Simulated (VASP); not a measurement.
## VASP inputs for SiC (distorted rocksalt)

INCAR

```
LWAVE = .FALSE.
LREAL = .FALSE.
GGA = PE
ISIF = 2
LCHARG = .FALSE.
EDIFF = 1E-7
IBRION = -1
PREC = Accurate
LASPH = .TRUE.
NELM = 120
NSW = 0
ISMEAR = -1
ENCUT = 520
NBANDS = 11
SIGMA = 0.02
```

KPOINTS

```
KPOINTS created by Atomic Simulation Environment
0
Gamma
10 10 10
0 0 0
```

POSCAR

```
Si C
 1.0000000000000000
     0.0065000000000000    2.0440999999999998    2.0074999999999998
     2.0284000000000000   -0.0052000000000000    2.0192000000000001
     2.0045999999999999    2.0320000000000000    0.0186000000000000
 Si  C
   1   1
Cartesian
  4.0172176899999998  2.0505905900000001  2.0671798700000004
  2.0039966599999999  2.0369359199999999  2.0167225000000002
```

VASP ran with the recommended PBE PAW datasets (8 valence electrons in the cell).

Problem. Estimate the main results of this run.

Solution. gap between bands v and c on the k mesh -1.26 eV (bands overlap: a metal); least direct gap on the k mesh 3.19 eV; pressure 4.9 GPa; largest force 0.24 eV/Å.
